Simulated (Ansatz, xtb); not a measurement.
# Ligand exchange: C2H8OSi + C4H10O → C2H8O2Si + C4H10

Species: C2H8OSi `CC[SiH2]O`, singlet; C4H10O `CC(C)(C)O`, singlet; C2H8O2Si `CC[SiH](O)O`, singlet; C4H10 (isobutane) `CC(C)C`, singlet. The partners trade H for OH: Si–H and C–OH bonds give way to Si–OH and C–H.

Shapes, held fixed at every level: PBE0-D4/def2-TZVP. Flexible molecules stand in one conformer, not always the lowest. Programs: Ansatz 0.2.0, xtb 6.7.1, xtb 6.7.1 later snapshot. Electronic energies: no zero-point or thermal term.

```
               level                   kind  ΔE (kJ/mol)  less CCSD(T)/CBS estimate
            GFN2-xTB         semi-empirical       -134.9                      +43.2
         HF/def2-SVP           Hartree–Fock       -163.3                      +14.8
       HF/def2-TZVPP           Hartree–Fock       -183.1                       -5.0
    SPW92/def2-TZVPP                    LDA       -165.6                      +12.5
   B2PLYP/def2-TZVPP          double hybrid       -180.7                       -2.6
      MP2/def2-TZVPP    perturbation theory       -183.5                       -5.4
       CCSD/def2-SVP  coupled cluster or CI       -157.1                      +21.0
  CCSD(T)/def2-TZVPP  coupled cluster or CI       -176.5                       +1.6
CCSD(T)/CBS estimate  coupled cluster or CI       -178.1                        0.0
```

The highest level, CCSD(T)/CBS estimate, gives ΔE = -178.1 kJ/mol; the levels span -183.5 to -134.9. The column of differences is taken from that level and isn't an error. No measured value is set beside it here. The CBS estimate extrapolates MP2 from def2-TZVPP and def2-QZVPP and adds CCSD(T) − MP2 in the triple-zeta set, cores frozen.
